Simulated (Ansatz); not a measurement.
Zincblende PbO (r2SCAN geometry), in Ansatz:

```cif
data_structure
_symmetry_space_group_name_H-M 'P 1'
_symmetry_Int_Tables_number 1
_cell_length_a 3.9581
_cell_length_b 3.9581
_cell_length_c 3.9581
_cell_angle_alpha 60.000
_cell_angle_beta 60.000
_cell_angle_gamma 60.000
_cell_volume 43.85
loop_
_atom_site_label
_atom_site_type_symbol
_atom_site_fract_x
_atom_site_fract_y
_atom_site_fract_z
_atom_site_occupancy
Pb1 Pb 0.00000 0.00000 0.00000 1
O1 O 0.25000 0.25000 0.25000 1
```

G0W0@PBE with 164 empty bands, a screening cutoff of 140 eV and a 4×4×4 mesh (PAW, contour deformation) gives 0.423 eV over the mesh points, from a PBE gap of 0.429 eV; it sums over 174 bands with 169 plane waves in the screening and a wave cutoff of 420 eV. The G0W0 figures hold for the stated bands, cutoff and mesh and aren't extrapolated. Spin-unpolarised throughout. Whether this structure exists isn't addressed.

(1) Estimate the gap with starting point r2SCAN, with them a wave cutoff of 500 eV.

(2) Estimate the gap with starting point HSE06.

(3) Estimate the gap with starting point LDA.

Results:

(1) 0.547 eV (+0.124 eV), from a Kohn-Sham gap of 0.618 eV.

(2) 0.829 eV (+0.406 eV), from a Kohn-Sham gap of 1.047 eV.

(3) 0.520 eV (+0.097 eV), from a Kohn-Sham gap of 0.355 eV.

Spin-orbit coupling is left out; in compounds of Pb, Bi, Tl or Hg it can lower a gap by up to about 1 eV, split its edges or invert the bands.
